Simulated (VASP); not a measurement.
# GdN (Fm-3m) in VASP: relaxation of cell and atoms with PBE+U

Aim: the relaxation of cell and atoms of GdN with PBE+U.

Program: VASP 6.6.1. These are calculated values, not measurements. Logs are shortened: lines on timing, memory, paths and dates and some standing lists are left out, and cuts for length are marked.

### Step 1. Starting point

It takes space group Fm-3m (No. 225, cubic). The conventional cell has a = 4.999 Å, b = 4.999 Å, c = 4.999 Å, α = 90.00°, β = 90.00°, γ = 90.00°. Gd (site symmetry m-3m) has 6 N at 2.50 Å as nearest neighbours. Around N (site symmetry m-3m) lie 6 Gd at 2.50 Å.

### Step 2. Relaxation of cell and atoms, PBE+U, collinear spin, ferromagnetic start

File INCAR:

```
  PREC = Accurate
  ENCUT = 600
  EDIFF = 1E-7
  ISMEAR = 0
  SIGMA = 0.02
  LREAL = F
  LASPH = T
  NELM = 120
  ALGO = Normal
  ISIF = 3
  LWAVE = F
  LCHARG = F
  ISPIN = 2
  MAGMOM = 7 0
  LORBIT = 11
  LMAXMIX = 6
  LDAU = T
  LDAUTYPE = 2
  LDAUL = 3 -1
  LDAUU = 6 0
  LDAUJ = 0 0
  LDAUPRINT = 1
  GGA = PE
  IBRION = 2
  NSW = 80
  EDIFFG = -0.004
```

File KPOINTS:

```
regular mesh
0
Gamma
  10 10 10
```

File POSCAR:

```
GdN
1.0
    0.0000000000      2.4995000000      2.4995000000
    2.4995000000      0.0000000000      2.4995000000
    2.4995000000      2.4995000000      0.0000000000
Gd N
1 1
Direct
    0.0000000000      0.0000000000      0.0000000000
    0.5000000000      0.5000000000      0.5000000000
```

Potentials or basis: VASP PAW PBE potentials, release 64 (Gd, N).

The run is started by

```
$ cat potpaw_PBE.64/Gd/POTCAR potpaw_PBE.64/N/POTCAR > POTCAR
$ mpirun -np 1 vasp_std > vasp.out
```

OUTCAR:

```text
PREC = Accurate
   ENCUT = 600
   EDIFF = 1E-7
   ISMEAR = 0
   LREAL = F
   LASPH = T
   NELM = 120
   ISIF = 3
   ISPIN = 2
   LORBIT = 11
   GGA = PE
   IBRION = 2
   NSW = 80
   EDIFFG = -0.004

 ion  position               nearest neighbor table
   1  0.000  0.000  0.000-   2 2.50   2 2.50   2 2.50   2 2.50   2 2.50   2 2.50
   2  0.500  0.500  0.500-   1 2.50   1 2.50   1 2.50   1 2.50   1 2.50   1 2.50

  LATTYP: Found a face centered cubic cell.
 ALAT       =     4.9990000000

  Lattice vectors:

 A1 = (   0.0000000000,   2.4995000000,   2.4995000000)
 A2 = (   2.4995000000,   0.0000000000,   2.4995000000)
 A3 = (   2.4995000000,   2.4995000000,   0.0000000000)

Analysis of symmetry for initial positions (statically):
=====================================================================
 Subroutine PRICEL returns:
 Original cell was already a primitive cell.

 Routine SETGRP: Setting up the symmetry group for a
 face centered cubic supercell.

 Subroutine GETGRP returns: Found 48 space group operations
 (whereof 48 operations were pure point group operations)
 out of a pool of 48 trial point group operations.

The static configuration has the point symmetry O_h .

Analysis of symmetry for dynamics (positions and initial velocities):
=====================================================================
 Subroutine PRICEL returns:
 Original cell was already a primitive cell.

 Routine SETGRP: Setting up the symmetry group for a
 face centered cubic supercell.

 Subroutine GETGRP returns: Found 48 space group operations
 (whereof 48 operations were pure point group operations)
 out of a pool of 48 trial point group operations.

The dynamic configuration has the point symmetry O_h .

Analysis of structural, dynamic, and magnetic symmetry:
=====================================================================
 Subroutine PRICEL returns:
 Original cell was already a primitive cell.

 Routine SETGRP: Setting up the symmetry group for a
 face centered cubic supercell.

 Subroutine GETGRP returns: Found 48 space group operations
 (whereof 48 operations were pure point group operations)
 out of a pool of 48 trial point group operations.

The overall configuration has the point symmetry O_h .

 Subroutine INISYM returns: Found 48 space group operations
 (whereof 48 operations are pure point group operations),
 and found     1 'primitive' translations

----------------------------------------------------------------------------------------

                                     Primitive cell

  volume of cell :      31.2313

  direct lattice vectors                    reciprocal lattice vectors
     0.000000000  2.499500000  2.499500000    -0.200040008  0.200040008  0.200040008
     2.499500000  0.000000000  2.499500000     0.200040008 -0.200040008  0.200040008
     2.499500000  2.499500000  0.000000000     0.200040008  0.200040008 -0.200040008

  length of vectors
[... 114 lines left out ...]
   IVDW    =     0    specifies the selected vdW correction
   LEPSILON=     F    determine dielectric tensor
   LRPA    =     F    only Hartree local field effects (RPA)
 conjugate gradient relaxation of ions
 spin polarized calculation
 Gauss-broadening in eV      SIGMA  =   0.02
  energy-cutoff  :      600.00
  volume of cell :       31.23
 maximum number of plane-waves:      1056
   NGX = 15   NGY = 15   NGZ = 15

--------------------------------------- Ionic step        1  -------------------------------------------

 number of electron      23.0000005 magnetization       7.0000018

 Free energy of the ion-electron system (eV)
  ---------------------------------------------------
  ext. energy  EPLUGINS =         0.00000000
  ---------------------------------------------------
  free energy    TOTEN  =       -22.81670771 eV

  energy without entropy =      -22.81664000  energy(sigma->0) =      -22.81667386

------------------------ aborting loop because EDIFF is reached ----------------------------------------

  FORCE on cell =-STRESS in cart. coord.  units (eV):
  Direction    XX          YY          ZZ          XY          YZ          ZX
  --------------------------------------------------------------------------------------
  -------------------------------------------------------------------------------------
  Total        0.0953601      0.0953601      0.0953601      0.0000000     -0.0000000      0.0000000
  in kB        4.8920153      4.8920153      4.8920153      0.0000000     -0.0000000      0.0000000
  external PRESSURE =       4.8920153 kB  Pullay stress =       0.0000000 kB
[... 53 lines left out ...]
  FREE ENERGIE OF THE ION-ELECTRON SYSTEM (eV)
  ---------------------------------------------------
  free  energy   TOTEN  =       -22.8166760850 eV

  energy  without entropy=      -22.8166083768  energy(sigma->0) =      -22.81664223

atom =   1  type =  1  l = 3

 onsite density matrix

spin component  1

  0.9919  0.0000  0.0011  0.0000 -0.0000  0.0000  0.0000
  0.0000  0.9892  0.0000 -0.0000  0.0000 -0.0000 -0.0000
  0.0011  0.0000  0.9913  0.0000 -0.0000  0.0000 -0.0000
  0.0000 -0.0000  0.0000  0.9927  0.0000  0.0000  0.0000
 -0.0000  0.0000 -0.0000  0.0000  0.9913  0.0000 -0.0011
  0.0000 -0.0000  0.0000  0.0000  0.0000  0.9905  0.0000
  0.0000 -0.0000 -0.0000  0.0000 -0.0011  0.0000  0.9919

spin component  2

  0.0076 -0.0000  0.0033  0.0000  0.0000  0.0000  0.0000
 -0.0000  0.0004 -0.0000  0.0000 -0.0000 -0.0000  0.0000
  0.0033 -0.0000  0.0059  0.0000  0.0000 -0.0000  0.0000
  0.0000  0.0000  0.0000  0.0101  0.0000 -0.0000  0.0000
  0.0000 -0.0000  0.0000  0.0000  0.0059  0.0000 -0.0033
  0.0000 -0.0000 -0.0000 -0.0000  0.0000  0.0033  0.0000
  0.0000  0.0000  0.0000  0.0000 -0.0033  0.0000  0.0076

 occupancies and eigenvectors

  o =  0.0004  v =  0.0000  0.0000  0.0000  0.0000  0.0000  0.0000  0.0000 -0.0000  1.0000  0.0000 -0.0000  0.0000  0.0000  0.0000      0.0000  0.0000  0.0000  0.0000  0.0000  0.0000  0.0000  0.0000  0.0000  0.0000  0.0000  0.0000  0.0000  0.0000
  o =  0.0033  v =  0.0000  0.0000  0.0000  0.0000  0.0000  0.0000  0.0000  0.0019  0.0000 -0.0024 -0.0000  0.0011 -1.0000  0.0009      0.0000  0.0000  0.0000  0.0000  0.0000  0.0000  0.0000  0.0000  0.0000  0.0000  0.0000  0.0000  0.0000  0.0000
  o =  0.0033  v =  0.0000  0.0000  0.0000  0.0000  0.0000  0.0000  0.0000  0.6124  0.0000 -0.7906 -0.0000 -0.0000  0.0030 -0.0000      0.0000  0.0000  0.0000  0.0000  0.0000  0.0000  0.0000  0.0000  0.0000  0.0000  0.0000  0.0000  0.0000  0.0000
  o =  0.0033  v =  0.0000  0.0000  0.0000  0.0000  0.0000  0.0000  0.0000  0.0000 -0.0000 -0.0000 -0.0000  0.7906  0.0014  0.6124      0.0000  0.0000  0.0000  0.0000  0.0000  0.0000  0.0000  0.0000  0.0000  0.0000  0.0000  0.0000  0.0000  0.0000
  o =  0.0101  v =  0.0000  0.0000  0.0000  0.0000  0.0000  0.0000  0.0000  0.0015 -0.0000  0.0011  0.0016  0.6124  0.0000 -0.7906      0.0000  0.0000  0.0000  0.0000  0.0000  0.0000  0.0000  0.0000  0.0000  0.0000  0.0000  0.0000  0.0000  0.0000
  o =  0.0101  v =  0.0000  0.0000  0.0000  0.0000  0.0000  0.0000  0.0000  0.7906 -0.0000  0.6124 -0.0057 -0.0011 -0.0000  0.0014      0.0000  0.0000  0.0000  0.0000  0.0000  0.0000  0.0000  0.0000  0.0000  0.0000  0.0000  0.0000  0.0000  0.0000
  o =  0.0101  v =  0.0000  0.0000  0.0000  0.0000  0.0000  0.0000  0.0000 -0.0045 -0.0000 -0.0035 -1.0000  0.0010  0.0000 -0.0013      0.0000  0.0000  0.0000  0.0000  0.0000  0.0000  0.0000  0.0000  0.0000  0.0000  0.0000  0.0000  0.0000  0.0000
  o =  0.9892  v =  0.0000  1.0000 -0.0000  0.0000 -0.0000  0.0000  0.0000  0.0000  0.0000  0.0000  0.0000  0.0000  0.0000  0.0000      0.0000  0.0000  0.0000  0.0000  0.0000  0.0000  0.0000  0.0000  0.0000  0.0000  0.0000  0.0000  0.0000  0.0000
  o =  0.9905  v = -0.6124  0.0000  0.7906  0.0000  0.0005  0.0005  0.0004  0.0000  0.0000  0.0000  0.0000  0.0000  0.0000  0.0000      0.0000  0.0000  0.0000  0.0000  0.0000  0.0000  0.0000  0.0000  0.0000  0.0000  0.0000  0.0000  0.0000  0.0000
  o =  0.9905  v = -0.0005  0.0000  0.0006  0.0000 -0.7604 -0.2737 -0.5890  0.0000  0.0000  0.0000  0.0000  0.0000  0.0000  0.0000      0.0000  0.0000  0.0000  0.0000  0.0000  0.0000  0.0000  0.0000  0.0000  0.0000  0.0000  0.0000  0.0000  0.0000
  o =  0.9905  v = -0.0002  0.0000  0.0002 -0.0000  0.2164 -0.9618  0.1676  0.0000  0.0000  0.0000  0.0000  0.0000  0.0000  0.0000      0.0000  0.0000  0.0000  0.0000  0.0000  0.0000  0.0000  0.0000  0.0000  0.0000  0.0000  0.0000  0.0000  0.0000
  o =  0.9927  v = -0.0000 -0.0000 -0.0000  0.9983 -0.0352 -0.0000  0.0454  0.0000  0.0000  0.0000  0.0000  0.0000  0.0000  0.0000      0.0000  0.0000  0.0000  0.0000  0.0000  0.0000  0.0000  0.0000  0.0000  0.0000  0.0000  0.0000  0.0000  0.0000
  o =  0.9927  v =  0.7906  0.0000  0.6124  0.0000 -0.0000  0.0000  0.0000  0.0000  0.0000  0.0000  0.0000  0.0000  0.0000  0.0000      0.0000  0.0000  0.0000  0.0000  0.0000  0.0000  0.0000  0.0000  0.0000  0.0000  0.0000  0.0000  0.0000  0.0000
  o =  0.9927  v =  0.0000  0.0000  0.0000  0.0574  0.6114 -0.0000 -0.7893  0.0000  0.0000  0.0000  0.0000  0.0000  0.0000  0.0000      0.0000  0.0000  0.0000  0.0000  0.0000  0.0000  0.0000  0.0000  0.0000  0.0000  0.0000  0.0000  0.0000  0.0000

--------------------------------------- Ionic step        3  -------------------------------------------

 number of electron      23.0000005 magnetization       7.0000009

 Free energy of the ion-electron system (eV)
  ---------------------------------------------------
  ext. energy  EPLUGINS =         0.00000000
  ---------------------------------------------------
  free energy    TOTEN  =       -22.81686588 eV

  energy without entropy =      -22.81679818  energy(sigma->0) =      -22.81683203

 E-fermi :   3.6866     XC(G=0): -11.5205

 val. band max:        3.6865654280   @ k =   0.1000   0.1000   0.0000
 cond. band min:       3.6865657855   @ k =   0.1000   0.1000   0.0000
 fundamental gap:      0.0000003576
 Fermi energy:         3.6865656234

 spin component 1

 k-point     1 :       0.0000    0.0000    0.0000
  band No.  band energies     occupation
      1     -40.0038      1.00000
      2     -16.9994      1.00000
      3     -16.9994      1.00000
      4     -16.9994      1.00000
      5      -9.0909      1.00000
      6      -2.5846      1.00000
[... 1080 lines left out ...]
  FREE ENERGIE OF THE ION-ELECTRON SYSTEM (eV)
  ---------------------------------------------------
  free  energy   TOTEN  =       -22.8168658810 eV

  energy  without entropy=      -22.8167981779  energy(sigma->0) =      -22.81683203

 reached required accuracy - stopping structural energy minimisation

 total charge

# of ion       s       p       d       f       tot
--------------------------------------------------
    1        2.035   5.666   0.537   6.972  15.210
    2        1.245   2.377   0.000   0.000   3.622
--------------------------------------------------
tot          3.280   8.043   0.537   6.972  18.832

 magnetization (x)

# of ion       s       p       d       f       tot
--------------------------------------------------
    1       -0.006  -0.086   0.071   6.893   6.872
    2       -0.009  -0.106   0.000   0.000  -0.115
--------------------------------------------------
tot         -0.015  -0.192   0.071   6.893   6.758
```

Wall time 2.3 min (1 thread of AMD EPYC 9R45 (Zen 5), shared host); peak memory 0.2 GiB.

What came out:

```
Free energy                                           : -22.8169 eV
Relaxed volume                                        : 15.67 Å³/atom
Relaxed cell                                          : a = 3.539 Å, b = 3.539 Å, c = 3.539 Å, α = 60.00°, β = 60.00°, γ = 60.00°
Space group after relaxing (to 0.05 Å)                : Fm-3m (No. 225)
Energy gained by relaxing                             : 0.1 meV/atom
Ionic steps                                           : 3
Pressure after relaxing                               : 0.0 GPa
Band gap on the k mesh                                : none (metal or under the smearing width)
Net moment                                            : 7.00 μB per cell
Site moments                                          : Gd +6.87; N -0.12 μB
Valence electrons inside the program's atomic spheres : Gd 15.21; N 3.62
```

The path:
```tsv
step	energy change (eV)	largest force (eV/Å)	pressure (GPa)	volume (Å³)
1	0.0000	0.0000	0.49	31.23
2	0.0000	0.0000	-0.54	31.45
3	-0.0002	0.0000	0.00	31.33
```

Final structure:
```cif
data_structure
_symmetry_space_group_name_H-M 'P 1'
_symmetry_Int_Tables_number 1
_cell_length_a 3.5387
_cell_length_b 3.5387
_cell_length_c 3.5387
_cell_angle_alpha 60.000
_cell_angle_beta 60.000
_cell_angle_gamma 60.000
_cell_volume 31.33
loop_
_atom_site_label
_atom_site_type_symbol
_atom_site_fract_x
_atom_site_fract_y
_atom_site_fract_z
_atom_site_occupancy
Gd1 Gd 0.00000 0.00000 0.00000 1
N1 N 0.50000 0.50000 0.50000 1
```

Eigenvalues of the final occupation matrices:
| site | spin | trace | eigenvalues |
| --- | --- | --- | --- |
| site 1 f | 1 | 6.94 | 0.99 0.99 0.99 0.99 0.99 0.99 0.99 |
| site 1 f | 2 | 0.04 | 0.00 0.00 0.00 0.00 0.01 0.01 0.01 |

Caveat: spin-orbit coupling is left out, which moves the levels of the heavy elements; a cell with one magnetic atom can't hold antiferromagnetic order, which such compounds often take. Zero-point motion and thermal expansion aren't in these numbers.
